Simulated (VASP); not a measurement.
# TiB2 under changes of volume

One of the cells (8.723 Å³/atom); the others are scaled copies at fixed shape and fractional positions:

```
Ti B
1.0
     3.04926    0.00000    0.00000
    -1.52463    2.64074    0.00000
     0.00000    0.00000    3.24978
Ti B
1 2
Direct
  0.00000 0.00000 0.00000
  0.66667 0.33333 0.50000
  0.33333 0.66667 0.50000
```

- Program: VASP 6.6.1
- Functional: PBE
- Potentials or basis: VASP PAW PBE potentials, release 64 (Ti_sv, B)
- Cutoff: 520 eV
- k mesh: 10 × 10 × 8
- Occupations: fermi-dirac, width 0.05 eV
- Spin: no spin polarisation

| volume (Å³/atom) | energy over the lowest point (meV/atom) | pressure (GPa) |
| --- | --- | --- |
| 8.039 | 27.06 | 18.4 |
| 8.210 | 10.91 | 11.8 |
| 8.381 | 1.42 | 5.9 |
| 8.723 | 0.00 | -4.4 |
| 8.894 | ? | ? |
| 9.065 | 18.55 | -12.9 |

Problem. What does the run at 8.894 Å³/atom give?

Solution. Energy over the lowest point 7.02 meV/atom; pressure -8.8 GPa.

Worked out: A Birch-Murnaghan fit of order 3 (a polynomial in V^(-2/3)) to the other rows has its minimum at 8.57 Å³/atom with B0 = V·E''(V) = 254 GPa and B' = 3.8 at fixed shape and positions, which overstates the stiffness. It gives 7.01 meV/atom at 8.894 Å³/atom, against the run's 7.02, and -dE/dV = -8.8 GPa, against -8.8.

Energies are extrapolated to zero smearing.
